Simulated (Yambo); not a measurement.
## SnSe: G0W0 quasiparticle levels with PBEsol

The system is SnSe.

```
Sn Se
1.0
     0.00000    3.01000    3.01000
     3.01000    0.00000    3.01000
     3.01000    3.01000    0.00000
Sn Se
1 1
Direct
  0.00000 0.00000 0.00000
  0.50000 0.50000 0.50000
```

Measurements of this composition are mostly on another form, of space group No. 62.

| Property | Result |
| --- | --- |
| Program | Yambo 5.3.0 |
| Task | G0W0 quasiparticle levels |
| Functional | PBEsol |
| Potentials or basis | PseudoDojo 0.4.1 SR PBEsol standard |
| Cutoff | 1170 eV |
| Density cutoff | 4680 eV |
| k mesh | 4 × 4 × 4 |
| Occupations | fixed |
| Spin | no spin polarisation |
| k mesh of the self-consistent run | 8 × 8 × 8 |
| Random integration of the Coulomb term | yes |
| Direction of the field or of q to 0 | x + y + z |
| Broadening | 0.1 eV |
| States corrected | Γ and the k points of the band edges |
| Frequency dependence of W | plasmon pole |
| Terminator of the band sum in the self-energy | Bruneval-Gonze |
| Quasiparticle equation | linearised (Newton) |
| Imaginary frequency of the plasmon-pole fit | 27.2114 eV |
| Bands in the response | 75 |
| Bands in the self-energy | 75 |
| Cutoff of the response matrix | 6 Ry |
| Cutoff of exchange and Vxc | 86 Ry |
| Bands corrected (first, last) | [14, 17] |

* Band gap on the k mesh, mean-field level: 0.64 eV, direct
* Quasiparticle gap: 0.52 eV
* Least direct quasiparticle gap: 0.52 eV
* Quasiparticle gap at Γ: 6.92 eV
* Band gap of the same states before the correction: 0.64 eV

Quasiparticle terms (eV):
```csv
k point,band,Kohn-Sham level,Vxc,Σx,Σc,Z,result
"(0.000, 0.000, 0.000)",14,-2.09,-12.86,-16.34,2.26,0.77,-3.03
"(0.000, 0.000, 0.000)",15,-2.09,-12.86,-16.34,2.26,0.77,-3.03
"(0.000, 0.000, 0.000)",16,4.37,-11.38,-7.59,-4.41,0.77,3.90
"(0.000, 0.000, 0.000)",17,4.37,-11.38,-7.59,-4.41,0.76,3.90
"(0.000, 0.000, -0.500)",14,-1.85,-13.10,-16.33,2.10,0.77,-2.72
"(0.000, 0.000, -0.500)",15,0.00,-10.26,-10.09,-0.75,0.79,-0.46
"(0.000, 0.000, -0.500)",16,0.64,-13.56,-12.36,-1.94,0.78,0.06
"(0.000, 0.000, -0.500)",17,1.30,-10.30,-7.63,-3.19,0.79,0.88
```

Wall time 2.6 min on 1 thread of Intel(R) Xeon(R) Platinum 8488C (Sapphire Rapids) (shared host).

Caveat: the k mesh is coarse (spacing up to 0.45 Å⁻¹), so the values aren't converged; the potentials hold a filled d shell without the s and p states of that shell, which can shift GW gaps by tenths of an eV, either way; this version prints the column dSc/dw multiplied by 27.2; the terminator is approximate in this version, by hundredths of an eV; spin-orbit coupling is left out, which moves the levels of the heavy elements. A k mesh can miss the band edges.
